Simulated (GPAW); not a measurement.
Runs of GPAW 26.7.0 on Al. The typed cell holds 1 atom: a = 2.839 Å, b = 2.840 Å, c = 2.869 Å, α = 60.19°, β = 62.21°, γ = 59.49°. 

```csv
potentials or basis,cutoff (eV),data set,gap on the mesh (eV),pressure (GPa)
"SG15 ONCV 1.2, pw",1100,-,none,(a)
"PAW data sets generated in the run's folder for this functional, pw",600,-,none,0.0
"GPAW PAW data sets (gpaw-data 1.2.1), pw",600,-,none,0.0
"JTH PAW 2.0, PBE, pw",600,Al jth,none,-0.3
```

Alike in all rows: task single point; level PBE; no spin polarisation; cell sheared at random, sigma 0.03, atoms nudged by 0.01 Å; k mesh 11 × 11 × 11; smearing fermi-dirac 0.05 eV.

**Question.** Fill in the values left out.

**Answer.** (a) 0.1.

Caveats: the program truncates these outside data sets (some runs).

A gap of «none» marks a metal or a gap under the smearing width.

The runs don't all hold the same shells in valence.
